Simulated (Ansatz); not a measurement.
## Energy ranking of Al₃Ga₂As₅ structures

Method: DFT PBE, scalar-relativistic, plane waves, PAW (Ansatz 0.2.0). Settings: cutoff 420 eV, Γ-centred meshes spaced at most about 0.3 Å⁻¹ (2π included), Gaussian smearing. No spin polarisation.

Energies over the elements count from the elements' standard structures at the same level, with no fitted energy shifts.

All energies are static (0 K, no zero-point motion). Only the structures computed here compete, so a lower one can exist. Kohn–Sham gaps at this level usually fall short of measured ones. The reference form of As is held partly by dispersion forces, which this level lacks.

Invented guesses were relaxed alike, and ends that match in structure were merged. ΔE counts from the first row. Coordination counts As atoms around Al and Ga (those within 1.25 times the shortest such distance or 1.15 times the sum of covalent radii, 1.27 where that leaves under three). The ends were matched against large subsets of the Crystallography Open Database and the Materials Project, so a missing match doesn't prove that a structure is unreported.

```json
{"#": "1", "reached from": "Al and Ga ordered on zinc blende sites", "type and space group": "I-4m2 (No. 119)", "atoms": "10", "Å³/atom": "23.6", "coordination": "Al 4, Ga 4", "ΔE (meV/atom)": "0", "gap on mesh (eV)": "1.04", "in databases": "no match"}
{"#": "2", "reached from": "Al and Ga ordered on zinc blende sites", "type and space group": "I-4m2 (No. 119)", "atoms": "10", "Å³/atom": "23.6", "coordination": "Al 4, Ga 4", "ΔE (meV/atom)": "1", "gap on mesh (eV)": "1.00", "in databases": "no match"}
{"#": "3", "reached from": "Al and Ga ordered on zinc blende sites", "type and space group": "Imm2 (No. 44)", "atoms": "10", "Å³/atom": "23.6", "coordination": "Al 4, Ga 4", "ΔE (meV/atom)": "2", "gap on mesh (eV)": "1.08", "in databases": "no match"}
```

The first two are tied within the noise. The first: Space group I-4m2 (No. 119), tetragonal, a = 4.055 Å, c = 28.678 Å. Al on a site of symmetry -4m2 has 4 As at 2.48 Å; Al on a site of symmetry 2mm is surrounded by 4 As at 2.48 Å; around Ga lie 4 As at 2.49 Å; As on a site of symmetry 2mm has 2 Al at 2.48 Å and 2 Ga at 2.49 Å; around As on a site of symmetry -4m2 lie 4 Ga at 2.49 Å; 1 more site not described. Its energy over the elements is −0.432 eV/atom. It lies below the elements, which doesn't yet make it stable against other compounds or structures. An observed structure of this formula, if there is one, may be missing.

```
Al Ga As
1.0
    -2.02762    2.02762   14.33887
     2.02762   -2.02762   14.33887
     2.02762    2.02762  -14.33887
Al Ga As
3 2 5
Direct
  0.00000 0.00000 0.00000
  0.59981 0.59981 0.00000
  0.40019 0.40019 0.00000
  0.19987 0.19987 0.00000
  0.80013 0.80013 0.00000
  0.64953 0.14953 0.50000
  0.25000 0.75000 0.50000
  0.85047 0.35047 0.50000
  0.45009 0.95009 0.50000
  0.04991 0.54991 0.50000
```

The second: Space group I-4m2 (No. 119), tetragonal, a = 4.056 Å, c = 28.670 Å. Around Al on a site of symmetry -4m2 lie 4 As at 2.48 Å; Al on a site of symmetry 2mm has 4 As at 2.48 Å; Ga has 4 As at 2.49 Å; As on a site of symmetry 2mm is surrounded by 2 Al at 2.48 Å and 2 Ga at 2.49 Å; 2 more sites not described. Counting As atoms around Al and Ga, the first and the second both have Al 4, Ga 4. Shaken at random and relaxed again, row 1 came back. Cells without such a test can be saddle points.

```cif
data_structure
_symmetry_space_group_name_H-M 'P 1'
_symmetry_Int_Tables_number 1
_cell_length_a 14.6189
_cell_length_b 14.6189
_cell_length_c 14.6189
_cell_angle_alpha 164.051
_cell_angle_beta 164.051
_cell_angle_gamma 22.629
_cell_volume 235.85
loop_
_atom_site_label
_atom_site_type_symbol
_atom_site_fract_x
_atom_site_fract_y
_atom_site_fract_z
_atom_site_occupancy
Al1 Al 0.50000 0.50000 0.00000 1
Al2 Al 0.70009 0.70009 0.00000 1
Al3 Al 0.29991 0.29991 0.00000 1
Ga1 Ga 0.89995 0.89995 0.00000 1
Ga2 Ga 0.10005 0.10005 0.00000 1
As1 As 0.54971 0.04971 0.50000 1
As2 As 0.15038 0.65038 0.50000 1
As3 As 0.75000 0.25000 0.50000 1
As4 As 0.34962 0.84962 0.50000 1
As5 As 0.95029 0.45029 0.50000 1
```
